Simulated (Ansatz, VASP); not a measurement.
# As: VASP beside Ansatz

```
CELL_PARAMETERS angstrom
0.00000 3.16257 3.16257
3.16257 0.00000 3.16257
3.16257 3.16257 0.00000
ATOMIC_POSITIONS crystal
As 0.12500 0.12500 0.12500
As 0.87500 0.87500 0.87500
```

Alike in both runs: task single point; functional revPBE; k mesh 10 × 10 × 10; occupations fermi-dirac, width 0.1 eV; no spin polarisation.

|  | VASP | Ansatz |
| --- | --- | --- |
| version | VASP 6.6.1 | Ansatz 0.2.0 |
| potentials or method | VASP PAW PBE potentials, release 64 (As) | plane waves (420 eV) with PAW, scalar-relativistic |
| plane-wave cutoff (eV) | 520 | 420 |
| valence electrons in the cell | 10 | 30 |

```tsv
	VASP	Ansatz	Ansatz less VASP
pressure (GPa)	-3.0	-3.0	-0.03
```

The two sets of potentials don't hold the same shells in valence.

Caveats: the PAW data sets were made with another functional, which shifts forces and pressure a little (VASP).
